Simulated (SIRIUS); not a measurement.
Input of a SIRIUS 7.10.0 run:

Contents of sirius.json:

```json
{
  "control": {
    "processing_unit": "cpu",
    "verbosity": 2,
    "num_bands_to_print": 21,
    "print_forces": true,
    "print_stress": true
  },
  "parameters": {
    "electronic_structure_method": "pseudopotential",
    "xc_functionals": ["XC_GGA_X_PBE", "XC_GGA_C_PBE"],
    "gk_cutoff": 7.7,
    "pw_cutoff": 15.4,
    "ngridk": [11, 11, 5],
    "shiftk": [0, 0, 0],
    "smearing": "fermi_dirac",
    "smearing_width": 0.0018374661,
    "num_bands": 21,
    "num_mag_dims": 0,
    "num_dft_iter": 100,
    "energy_tol": 1e-08,
    "density_tol": 1e-06
  },
  "iterative_solver": {
    "type": "davidson",
    "min_tolerance": 1e-09,
    "tolerance_scale": [0.1, 0.25]
  },
  "mixer": {
    "type": "anderson",
    "beta": 0.7,
    "max_history": 8
  },
  "settings": {
    "tol_ne": 1e-10,
    "pseudo_grid_cutoff": 6.5
  },
  "unit_cell": {
    "lattice_vectors": [
      [5.480908871814, 0.0, 0.0],
      [-2.740454445356, 4.746606331958, 0.0],
      [0.0, 0.0, 9.762842944775]
    ],
    "atom_coordinate_units": "lattice",
    "atom_types": ["Ta"],
    "atom_files": {
      "Ta": "Ta.json"
    },
    "atoms": {
      "Ta": [
        [0.58500635, 0.29443166, 0.73213135],
        [0.41499365, 0.70556834, 0.26786865]
      ]
    }
  }
}
```

Potentials or basis: PseudoDojo 0.4.1 PBE standard (scalar relativistic).

Run with:

```sh
$ upf_to_json Ta.upf
$ OMP_NUM_THREADS=1 sirius.scf --input=sirius.json --output=out.json --task=0
```

Question: Estimate the largest force.

Answer: 1.903 eV/Å.

Question: What does it give for the band gap on the k mesh?

Answer: None (metal or under the smearing width).

Question: Predict the pressure.

Answer: 1.6 GPa.

Stress tensor (GPa, compression positive):
```
-0.15 -6.22 -2.40
-6.22  6.61 -1.49
-2.40 -1.49 -1.61
```

Caveat: forces of over 1 eV/Å show positions far from the minimum, so gaps and moduli don't describe the material at rest. Spin-orbit coupling is left out, which matters for the levels of Ta.
